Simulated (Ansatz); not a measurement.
Write the native input for Ansatz 0.2.0 that does the following.

```
Task                : single point
Functional          : PBE
Potentials or basis : Ansatz PAW
Cutoff              : 420 eV (not typed: the program's choice for these potentials)
k mesh              : 9 × 9 × 9
Occupations         : gaussian, width 0.022 eV
Spin                : no spin polarisation
```

The system is Sn.

```
Sn
1.0
    -2.94014    2.94014    1.59930
     2.94014   -2.94014    1.59930
     2.94014    2.94014   -1.59930
Sn
2
Direct
  0.00000 0.00000 0.00000
  0.75000 0.25000 0.50000
```

These files were run (other wordings do the same):

input.yaml

```yaml
crystal:
  lattice:
    - [-2.9401404553, 2.9401404553, 1.5993019889]
    - [2.9401404553, -2.9401404553, 1.5993019889]
    - [2.9401404553, 2.9401404553, -1.5993019889]
  atoms:
    - { symbol: Sn, position: [0.0, 0.0, 0.0] }
    - { symbol: Sn, position: [0.75, 0.25, 0.5] }
hamiltonian:
  xc: pbe
  pseudopotentials: { kind: paw }
kpoints:
  mp_grid: { grid: [9, 9, 9] }
scf:
  occupations: { method: gaussian, width: 0.022 }
output:
  forces: true
  stress: true
  eigenvalues: true
```

Potentials or basis: Ansatz PAW.

Command:

```sh
$ ansatz run input.yaml --threads 2 --pin off --max-ram 5632MiB --backend cpu --events-out ev --progress --plain --runs-dir out
```

Results of the run:

```
Pressure               : 1.4 GPa
Band gap on the k mesh : none (metal or under the smearing width)
```

It took 9.1 s on 2 threads of Intel(R) Xeon(R) Processor @ 2.50GHz (Skylake/Cascade Lake), with other jobs on the host, peak memory 0.38 GiB.
